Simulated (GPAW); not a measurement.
Write an ASE script for GPAW 26.7.0 that does the following.

```yaml
Task: single point
Functional: PBE
Potentials_or_basis: SG15 ONCV 1.2
Cutoff: 800 eV
Basis: pw
k_mesh: 9 × 9 × 9
Occupations: fermi-dirac, width 0.05 eV
Spin: no spin polarisation
Maxiter: 120
Convergence: default
```

Crystal: AlN.

```
Al N
1.0
     0.00000    2.03452    2.03452
     2.03452    0.00000    2.03452
     2.03452    2.03452    0.00000
Al N
1 1
Direct
  0.50000 0.50000 0.50000
  0.00000 0.00000 0.00000
```

Measurements of this composition are mostly on another form, of space group No. 186.

These files were run (other wordings do the same):

run.py

```python
from ase.dft.bandgap import bandgap
from ase.io import write
from ase.spacegroup import crystal
from ase.units import GPa
from gpaw import GPAW, PW, setup_paths

setup_paths.insert(0, '.')

# Al 4b
# N 4a
atoms = crystal(['Al', 'N'],
                basis=[[0.5, 0.0, 0.0],
                       [0.0, 0.0, 0.0]],
                spacegroup=225, setting=1,  # Fm-3m
                cellpar=[4.069036, 4.069036, 4.069036, 90.0, 90.0, 90.0],
                primitive_cell=True)

calc = GPAW(mode=PW(800),
            xc='PBE',
            kpts={'size': (9, 9, 9), 'gamma': True},
            occupations={'name': 'fermi-dirac', 'width': 0.05},
            setups='sg15',
            nbands=-7,
            maxiter=120,
            txt='gpaw.txt')
atoms.calc = calc
energy = atoms.get_potential_energy()
forces = atoms.get_forces()
stress = atoms.get_stress()
calc.write('gs.gpw')
write('result.traj', atoms)
print(f'Energy: {energy:.6f} eV')
print('Forces (eV/A):')
print(forces.round(4))
print('Stress (GPa):', (stress / GPa).round(3))
print('Fermi level:', round(calc.get_fermi_level(), 4), 'eV')
print(f'Gap: {bandgap(calc)[0]:.4f} eV, direct: {bandgap(calc, direct=True)[0]:.4f} eV')
```

Potentials or basis: SG15 ONCV 1.2, pw.

Run with:

```sh
$ OMP_NUM_THREADS=1 python run.py
```

Results of the run:

The pressure is -6.8 GPa. The band gap on the k mesh is 4.68 eV, indirect (least direct gap 5.44 eV).

Caveat: an odd mesh through Γ misses points on the zone boundary, where band edges often lie.

Run time: 9.5 s on 1 thread of Arm Neoverse V1 (shared host), peak memory 0.15 GiB.
